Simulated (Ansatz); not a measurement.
**Al3GaN4: generalised stacking fault**

Level of theory: DFT PBEsol, scalar-relativistic, plane waves, PAW in Ansatz. The runs took a 420 eV cutoff, a Γ-centred 5×5×3 mesh and Gaussian smearing (0.05 eV). No spin polarisation. Energies are free energies at this smearing, counted from the undisturbed cell; pressure is positive in compression.

The undisturbed cell (relaxed at this level; it needn't be the usual structure):

```yaml
crystal:
  lattice:
    - [0.00000, -4.40699, 0.00000]
    - [0.00000, 0.00000, -4.40699]
    - [8.81399, 0.00000, 0.00000]
  atoms:
    - { symbol: Al, position: [0.50000, 0.00000, 0.06120] }
    - { symbol: Al, position: [0.50000, 0.00000, 0.56120] }
    - { symbol: Al, position: [0.00000, 0.50000, 0.06120] }
    - { symbol: Al, position: [0.00000, 0.50000, 0.56120] }
    - { symbol: Al, position: [0.50000, 0.50000, 0.31120] }
    - { symbol: Al, position: [0.50000, 0.50000, 0.81120] }
    - { symbol: Ga, position: [0.00000, 0.00000, 0.31120] }
    - { symbol: Ga, position: [0.00000, 0.00000, 0.81120] }
    - { symbol: N, position: [0.25529, 0.74471, 0.18355] }
    - { symbol: N, position: [0.25529, 0.74471, 0.68355] }
    - { symbol: N, position: [0.74471, 0.25529, 0.18355] }
    - { symbol: N, position: [0.74471, 0.25529, 0.68355] }
    - { symbol: N, position: [0.25529, 0.25529, 0.93885] }
    - { symbol: N, position: [0.25529, 0.25529, 0.43885] }
    - { symbol: N, position: [0.74471, 0.74471, 0.93885] }
    - { symbol: N, position: [0.74471, 0.74471, 0.43885] }
```

The cut lies on the cell's a–b face, a (1 0 0) plane (indices in the standard cell, whose axes needn't be the Cartesian ones shown) of area 19.42 Å², between layers 1.08 Å apart. Vector c is tilted by f times 1·a − 1·b (length 6.232 Å) with the atoms' Cartesian places fixed: one unrelaxed fault a cell.

| f | γ (mJ/m²) | shear traction, the slope of γ along the slip (GPa) | gap on the mesh (eV) |
| --- | --- | --- | --- |
| 0.0000 | 0 | 0.0 | 3.32 |
| 0.0833 | 3831 | 174.3 | 3.31 |
| 0.1667 | 21060 | 467.9 | 2.57 |
| 0.2500 | 37927 | 0.0 | 1.80 |
| 0.3333 | 21057 | -468.0 | 2.56 |
| 0.4167 | 3827 | -174.3 | 3.32 |
| 0.5000 | -4 | 0.0 | 3.30 |

By symmetry 0.6667 repeats 0.3333, 0.8333 repeats 0.1667, 0.5833 repeats 0.4167, 0.7500 repeats 0.2500, 0.9167 repeats 0.0833 in energy, with the opposite slope along the path.

Cost: 7 runs of about 2.9 core-minutes in all, on Intel Xeon Platinum 8259CL (Skylake/Cascade Lake) (shared hosts).